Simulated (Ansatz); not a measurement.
NaCl: what the numbers say

**The experiment.** The Crystallography Open Database holds a measured cell of cubic NaCl (space group Fm-3m) at 295 K (2000, doi:10.1021/ic991044f): a = 5.639 Å, 22.42 Å³/atom.

Level of theory: DFT, PBE, scalar-relativistic, no spin polarisation; plane waves to 420 eV with PAW datasets (Ansatz 0.2.0), Γ-centred 10×10×10 mesh, 0.05 eV Gaussian smearing; PAW files: Ansatz's generated set soft_2.

The chain of runs began from a measured cell (COD), expanded in volume. Of that entry: the cell was measured well above room temperature.

The relaxed structure (symmetry read at 0.01 Å). The structure is cubic, space group Fm-3m (No. 225). Conventional cell: a = 5.696 Å, b = 5.696 Å, c = 5.696 Å, α = 90.00°, β = 90.00°, γ = 90.00°. Around Na (site symmetry m-3m) lie 6 Cl at 2.85 Å. Around Cl (site symmetry m-3m) lie 6 Na at 2.85 Å. (Shells end 15 % past the nearest neighbour.)

Problem. Should it be a metal or an insulator?

Solution. Formal charges Na⁺, Cl⁻ balance and leave closed shells on every ion, so a band insulator is expected, and the gap is 5.00 eV.

Problem. What kind of gap is it?

Solution. It is direct, 5.00 eV. Within 0.6 eV of the edges the projected states are 100 % Cl 3p at the top of the valence band and 74 % Na 3s at the bottom of the conduction band. Crossing the gap moves an electron from the anion's filled p shell to the metal's empty orbitals, as in ionic insulators.

Problem. What fixes the bond lengths?

Solution. Shannon's ionic radii give a check on the bond lengths: Na⁺ with 6 neighbours 1.02 Å + Cl⁻ 1.81 Å = 2.83 Å against a computed mean of 2.85 Å. Sums and bonds agree within 3 %, so ion sizes set the bond lengths.

Problem. How ionic is it?

Solution. Bader charges against formal ones: Na +0.87 (+1), Cl −0.87 (−1). The cations give up 87 % of the formal charge; Bader charges stay under formal ones because the anions' density reaches into the cations' basins, though a share this high marks a strongly ionic bond.

Problem. How stiff is it, in energy terms?

Solution. B0·V0 = 23.6 GPa × 23.10 Å³ = 3.41 eV/atom sets the scale: near the minimum ΔE ≈ ½ B0 V0 x², with x = V/V0 − 1, and a pressure of 0.24 GPa squeezes the volume by about 1 %. At the ends of the curve: x = −4.0 % predicts 2.7 meV/atom and the run gives 2.9; x = +4.0 % predicts 2.7 meV/atom and the run gives 2.5. The lopsidedness is anharmonic: atoms resist being pushed together more than being pulled apart.

All results together:

- Volume: 23.10 Å³/atom
- Band gap: 5.00 eV
- Smallest direct gap: 5.00 eV
- Bader charges: Na 0.87; Cl -0.87 e
- Formation energy from the elements (0 K, uncorrected): -1.85 eV/atom
- Bulk modulus (Birch–Murnaghan): 24 GPa
- Pressure derivative B0′: 4.6

**Against experiment.** PBE gives 5.696 Å and 23.10 Å³/atom, +3.0 % in volume (+1.0 % in length) from the database's cell. PBE usually overestimates volumes by a few per cent. The static lattice also lacks zero-point motion and thermal expansion, roughly 2.2 to 5.6 % in volume at 295 K by Grüneisen's rule, γ·3k_BT/(B0·V0) with γ of 1 to 2.5, so its own overestimate is larger than the figure.

Kohn–Sham gaps of semilocal functionals lie under measured ones, often by a third or more.
